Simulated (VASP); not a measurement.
# Al (P6_3/mmc) in VASP: a series of runs, part 2 of 2

VASP 6.6.1.

### Step 3. Single point, LDA

INCAR

```
SYSTEM = Al
ALGO = Normal
EDIFF = 1E-6
ENCUT = 520
ISIF = 2
ISMEAR = -1
LASPH = .TRUE.
LCHARG = .FALSE.
LREAL = .FALSE.
LWAVE = .FALSE.
NBANDS = 10
NELM = 60
PREC = Accurate
SIGMA = 0.03
```

KPOINTS

```
k-points
0
G
  18 18 10
  0 0 0
```

POSCAR

```
Al
1.0
    2.8717451011      0.0000000000      0.0000000000
   -1.4358725505      2.4870042108      0.0000000000
    0.0000000000      0.0000000000      4.6586341472
Al
2
Direct
    0.3333333333      0.6666666667      0.2500000000
    0.6666666667      0.3333333333      0.7500000000
```

Potentials or basis: VASP PAW LDA potentials, release 64 (Al).

Command:

```
$ cat potpaw_LDA.64/Al/POTCAR > POTCAR
$ mpirun -np 1 vasp_std > vasp.out
```

OUTCAR:

```text
SYSTEM = Al
   EDIFF = 1E-6
   ENCUT = 520
   ISIF = 2
   ISMEAR = -1
   LASPH = .TRUE.
   LREAL = .FALSE.
   NELM = 60
   PREC = Accurate

 ion  position               nearest neighbor table
   1  0.333  0.667  0.250-   2 2.86   2 2.86   2 2.86   2 2.86   2 2.86   2 2.86
   2  0.667  0.333  0.750-   1 2.86   1 2.86   1 2.86   1 2.86   1 2.86   1 2.86

  LATTYP: Found a hexagonal cell.
 ALAT       =     2.8717451011
 C/A-ratio  =     1.6222310766

  Lattice vectors:

 A1 = (   2.8717451011,   0.0000000000,   0.0000000000)
 A2 = (  -1.4358725505,   2.4870042108,   0.0000000000)
 A3 = (   0.0000000000,   0.0000000000,   4.6586341472)

Analysis of symmetry for initial positions (statically):
=====================================================================
 Subroutine PRICEL returns:
 Original cell was already a primitive cell.

 Routine SETGRP: Setting up the symmetry group for a
 hexagonal supercell.

 Subroutine GETGRP returns: Found 24 space group operations
 (whereof 12 operations were pure point group operations)
 out of a pool of 24 trial point group operations.

The static configuration has the point symmetry D_3d.
 The point group associated with its full space group is D_6h.

Analysis of symmetry for dynamics (positions and initial velocities):
=====================================================================
 Subroutine PRICEL returns:
 Original cell was already a primitive cell.

 Routine SETGRP: Setting up the symmetry group for a
 hexagonal supercell.

 Subroutine GETGRP returns: Found 24 space group operations
 (whereof 12 operations were pure point group operations)
 out of a pool of 24 trial point group operations.

The dynamic configuration has the point symmetry D_3d.
 The point group associated with its full space group is D_6h.

 Subroutine INISYM returns: Found 24 space group operations
 (whereof 12 operations are pure point group operations),
 and found     1 'primitive' translations

[... 121 lines left out ...]
   AEXX    =    0.0000 exact exchange contribution
   IVDW    =     0    specifies the selected vdW correction
   LEPSILON=     F    determine dielectric tensor
   LRPA    =     F    only Hartree local field effects (RPA)
 non-spin polarized calculation
  energy-cutoff  :      520.00
  volume of cell :       33.27
 maximum number of plane-waves:       917
 NGX is ok and might be reduce to    24
   NGX = 11   NGY = 11   NGZ = 17

 number of electron       6.0000000 magnetization

 Free energy of the ion-electron system (eV)
  ---------------------------------------------------
  ext. energy  EPLUGINS =         0.00000000
  ---------------------------------------------------
  free energy    TOTEN  =        -8.29802526 eV

  energy without entropy =       -8.29475006  energy(sigma->0) =       -8.29638766

 E-fermi :   7.7127     XC(G=0): -10.3147

 val. band max:        7.7111218512   @ k =   0.3333   0.3333   0.3000
 cond. band min:       7.7135472564   @ k =   0.2778   0.2222   0.5000
 fundamental gap:      0.0024254053
 Fermi energy:         7.7126514509

 k-point     1 :       0.0000    0.0000    0.0000
  band No.  band energies     occupation
      1      -3.3398      2.00000
      2       3.2288      2.00000
      3       3.3987      2.00000
      4      17.9724      0.00000
      5      17.9724      0.00000
      6      18.5059      0.00000
      7      18.5059      0.00000
      8      19.8236      0.00000
      9      21.4628      0.00000
     10      21.8734      0.00000
[... 287 lines left out ...]
 k-point    24 :       0.3889    0.1111    0.0000
  band No.  band energies     occupation
      1       1.5052      2.00000
      2       4.0371      2.00000
      3       7.7460      0.49470
      4       8.1417      0.00000
      5       9.9799      0.00000
      6      10.3814      0.00000
      7      11.2672      0.00000
      8      16.6167      0.00000
      9      16.6902      0.00000
     10      17.8403      0.00000

 [... further k-points ...]

------------------------ aborting loop because EDIFF is reached ----------------------------------------

  FORCE on cell =-STRESS in cart. coord.  units (eV):
  Direction    XX          YY          ZZ          XY          YZ          ZX
  --------------------------------------------------------------------------------------
  -------------------------------------------------------------------------------------
  Total       -0.6357310     -0.6357310     -0.6346639     -0.0000000      0.0000000      0.0000000
  in kB      -30.6127920    -30.6127920    -30.5614064     -0.0000000      0.0000000      0.0000000
  external PRESSURE =     -30.5956635 kB  Pullay stress =       0.0000000 kB

 VOLUME and BASIS-vectors are now :
 -----------------------------------------------------------------------------
  energy-cutoff  :      520.00
  volume of cell :       33.27
      direct lattice vectors                 reciprocal lattice vectors
     2.871745101  0.000000000  0.000000000     0.348220321  0.201045096  0.000000000
    -1.435872551  2.487004211  0.000000000     0.000000000  0.402090192  0.000000000
     0.000000000  0.000000000  4.658634147     0.000000000  0.000000000  0.214655190

 POSITION                                       TOTAL-FORCE (eV/Angst)
 -----------------------------------------------------------------------------------
     -0.00000      1.65800      1.16466        -0.000000      0.000000      0.000000
      1.43587      0.82900      3.49398         0.000000      0.000000      0.000000
 -----------------------------------------------------------------------------------
    total drift:                               -0.000000      0.000000     -0.000000

  FREE ENERGIE OF THE ION-ELECTRON SYSTEM (eV)
  ---------------------------------------------------
  free  energy   TOTEN  =        -8.2980252593 eV

  energy  without entropy=       -8.2947500645  energy(sigma->0) =       -8.29638766
```

stdout:

```text
POSCAR found type information on POSCAR Al
 POSCAR found :  1 types and       2 ions
 scaLAPACK will be used
 LDA part: xc-table for (Slater(with rela. corr.)+CA(PZ))
 , standard interpolation
 POSCAR, INCAR and KPOINTS ok, starting setup
 FFT: planning ... GRIDC
 FFT: planning ... GRID_SOFT
 FFT: planning ... GRID
 WAVECAR not read
 entering main loop
```

Run time: 17 s. Hardware: 1 thread of Intel Xeon 6975P-C (Granite Rapids), shared host; peak memory 0.17 GiB.

What came out:

* Free energy: -8.2980 eV
* Pressure: -3.1 GPa
* Band gap on the k mesh: none (metal or under the smearing width)

Levels at points of the mesh, in eV from the Fermi level:
```tsv
k point	band 1	band 2	band 3	band 4	band 5	band 6
(0.00, 0.00, 0.00)	-11.05	-4.48	-4.31	10.26	10.26	10.79
(0.50, 0.00, 0.00)	-5.34	-5.09	0.61	1.14	1.56	1.73
(0.00, 0.00, 0.50)	-9.36	-9.36	3.53	3.53	11.58	11.58
(0.50, 0.00, 0.50)	-3.89	-3.89	-3.23	-3.23	6.86	6.86
```
